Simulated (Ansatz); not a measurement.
Runs of Ansatz 0.2.0 on TiAl. The structure is cubic, space group Pm-3m (No. 221). The conventional cell has a = 3.179 Å, b = 3.179 Å, c = 3.179 Å, α = 90.00°, β = 90.00°, γ = 90.00°. Ti (site symmetry m-3m) is surrounded by 8 Al at 2.75 Å. Al (site symmetry m-3m) is surrounded by 8 Ti at 2.75 Å. The cell comes from a database or a generator and needn't be the stable form of this composition.

```csv
task,level,potentials or basis,U,cell,cutoff (eV),smearing,basis error allowed,pressure (GPa),V0 of scaled cells (Å³/atom),B0 (GPa)
band structure,PBEsol,"all-electron LAPW, scalar-relativistic",-,as given,205,fermi-dirac 0.05 eV,0.001 eV/atom,-2.4,-,-
single point,PBEsol+D4+U,"all-electron LAPW, scalar-relativistic",Ti d U = 4.5 eV,as given,205,fermi-dirac 0.05 eV,0.001 eV/atom,0.9,-,-
equation of state,PBEsol,"all-electron LAPW, scalar-relativistic",-,as given,-,fermi-dirac 0.05 eV,0.0005 eV/atom,-,15.73,118
band structure,LDA+U,"all-electron LAPW, scalar-relativistic",Ti d U = 2 eV,"atoms moved at random, drawn with an rms of 0.15 Å",257,methfessel-paxton 0.1 eV,0.001 eV/atom,-1.0,-,-
band structure,PBEsol,"all-electron LAPW, inner shells corrected to Dirac's equation",-,as given,205,fermi-dirac 0.05 eV,0.001 eV/atom,-2.4,-,-
equation of state,PBEsol,"all-electron LAPW, scalar-relativistic",-,as given,-,fermi-dirac 0.05 eV,0.001 eV/atom,-,15.73,118
band structure,PBEsol,"all-electron LAPW, non-relativistic",-,as given,205,fermi-dirac 0.05 eV,0.001 eV/atom,-2.1,-,-
equation of state,LDA,"all-electron LAPW, scalar-relativistic",-,as given,-,fermi-dirac 0.05 eV,0.001 eV/atom,-,(b),(a)
```

Alike in all rows: no spin polarisation; k mesh 8 × 8 × 8.

Q: Fill in the values left out.

A: (a) 125; (b) 15.25.

Caveats: U is the effective U less J, on atomic orbitals that reach past the spheres (some runs); U without spin polarisation on a metal has little footing (some runs); the U is typed as a test and isn't derived for this compound (some runs); pairwise dispersion overbinds metals, which lowers pressure and volume (some runs); forces of over 1 eV/Å show positions far from the minimum, so gaps and moduli don't describe the material at rest (some runs).

Not every run made on this cell is shown here.
